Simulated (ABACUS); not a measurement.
Crystal: GaN.

```
Ga N
1.0
     0.00000    2.25350    2.25350
     2.25350    0.00000    2.25350
     2.25350    2.25350    0.00000
Ga N
1 1
Direct
  0.00000 0.00000 0.00000
  0.25000 0.25000 0.25000
```

The cell is a database's computed one.

Base run:

| Item | Value |
| --- | --- |
| Program | ABACUS 3.10.1 |
| Functional | PBEsol |
| Potentials or basis | PseudoDojo NC SR 0.4.1 PBEsol standard |
| Cutoff | 1143 eV |
| Density cutoff | 4572 eV |
| Basis | plane waves |
| k mesh | 8 × 8 × 8 |
| Occupations | fermi-dirac, width 0.05 eV |
| Spin | no spin polarisation |

Its results: band gap on the k mesh 1.70 eV, direct; pressure -0.9 GPa.

Q: The run is repeated on the same cell with these changes: functional from PBEsol to LDA; potentials or basis from PseudoDojo NC SR 0.4.1 PBEsol standard to GBRV ultrasoft 1.5 LDA; cutoff from 1143 eV to 544 eV; density cutoff from 4572 eV to 4354 eV; valence electrons from 18 to 24. What comes out?

A: Band gap on the k mesh 1.74 eV, direct; pressure -6.3 GPa.

A k mesh can miss the band edges.

Not every run made on this cell is shown here.
